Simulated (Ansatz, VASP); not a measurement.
**One calculation of BP, two programs**

Contents of POSCAR:

```
BP
1.0
    0.0000000000      2.3953088586      2.0360125298
    2.3953088586      0.0000000000      2.0360125298
    2.3953088586      2.3953088586      0.0000000000
B P
1 1
Direct
    0.0000000000      0.0000000000      0.0000000000
    0.7500000000      0.7500000000      0.7500000000
```

File INCAR.step1:

```
SYSTEM = BP
PREC = Accurate ; ENCUT = 520
ISMEAR = 0 ; SIGMA = 0.05
LREAL = .FALSE. ; LASPH = .TRUE.
NELM = 80 ; NBANDS = 11
GGA = PE ; ALGO = Normal
EDIFF = 1E-4 ; LWAVE = .TRUE.
LCHARG = .FALSE.
```

Contents of INCAR.step2:

```
SYSTEM = BP
PREC = Accurate ; ENCUT = 520
EDIFF = 1E-7 ; ISMEAR = 0
SIGMA = 0.05 ; LREAL = .FALSE.
LASPH = .TRUE. ; NELM = 80
ALGO = Normal ; ISIF = 2
LWAVE = .FALSE. ; LCHARG = .FALSE.
METAGGA = R2SCAN ; LMIXTAU = .TRUE.
NBANDS = 11 ; ISTART = 1
```

Contents of KPOINTS:

```
Automatic mesh
0
G
  8 8 8
  0 0 0
```

Input for Ansatz:

```yaml
crystal:
  lattice:
    - [0.0, 2.3953088586, 2.0360125298]
    - [2.3953088586, 0.0, 2.0360125298]
    - [2.3953088586, 2.3953088586, 0.0]
  atoms:
    - { symbol: B, position: [0.0, 0.0, 0.0] }
    - { symbol: P, position: [0.75, 0.75, 0.75] }
basis:
  ecutwfc: 500
kpoints:
  mp_grid: { grid: [8, 8, 8] }
hamiltonian:
  xc: r2scan
scf:
  occupations: { method: gaussian, width: 0.05 }
output:
  forces: true
  stress: true
  eigenvalues: true
```

Alike in both runs: task single point; functional r2SCAN; k mesh 8 × 8 × 8; occupations gaussian, width 0.05 eV; no spin polarisation.

```csv
,VASP,Ansatz
version,VASP 6.6.1,Ansatz 0.2.0
potentials or method,"VASP PAW PBE potentials, release 64 (B, P)","scalar-relativistic, plane waves, PAW"
plane-wave cutoff (eV),520,500
valence electrons in the cell,8,8
```

```csv
,VASP,Ansatz,Ansatz less VASP
gap on the k mesh at the Fermi level (eV),none,none,-
pressure (GPa),-1.2,-0.7,+0.49
largest component of the traceless stress (GPa),23.83,23.67,-0.155
```

A gap of «none» marks a metal or a gap that the smearing closes. With one functional, cell and mesh, what is left measures potentials, basis and numerics.

Caveats: the PAW data sets were made with another functional, which shifts forces and pressure a little (VASP).
